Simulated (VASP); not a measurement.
Input of a VASP 6.6.1 run:

File INCAR:

```
PREC     = Accurate       # precision mode
ENCUT    = 520            # plane-wave cutoff, eV
EDIFF    = 1E-7           # SCF threshold, eV
ISMEAR   = 1              # smearing method
SIGMA    = 0.1            # smearing width, eV
LREAL    = False          # projectors in reciprocal space
LASPH    = True           # aspherical terms in the spheres
NELM     = 80             # most SCF steps
ALGO     = Normal         # electronic algorithm
ISIF     = 2              # what is computed and relaxed
LWAVE    = False          # write WAVECAR
LCHARG   = True           # write CHGCAR
GGA      = B5             # functional
ALDAX    = 1.0          
AGGAX    = 1.0          
AGGAC    = 1.0          
ALDAC    = 0.0          
LELF     = True           # ELF
LVHAR    = True         
NBANDS   = 10             # bands
```

KPOINTS

```
regular mesh
0
Gamma
  5 5 3
```

File POSCAR:

```
Al
1.0
    2.8124600000      0.0000000000      0.0000000000
   -1.4062300000      2.4356600000      0.0000000000
    0.0000000000      0.0000000000      4.8668500000
Al
2
Direct
    0.6666666667      0.3333333333      0.7500000000
    0.3333333333      0.6666666667      0.2500000000
```

Potentials or basis: VASP PAW PBE potentials, release 64 (Al).

The run is started by

```console
$ cat potpaw_PBE.64/Al/POTCAR > POTCAR
$ mpirun -np 1 vasp_std > vasp.out
```

Task: Predict the band gap on the k mesh.

Result: None (metal or under the smearing width).

Task: What does it give for the pressure?

Result: 3.7 GPa.

Stress tensor (GPa, compression positive):
```
5.39 0.00 0.00
0.00 5.39 0.00
0.00 0.00 0.27
```

Caveat: the k mesh is coarse (spacing up to 0.52 Å⁻¹), so the values aren't converged; the PAW data sets were made with another functional, which shifts forces and pressure a little.
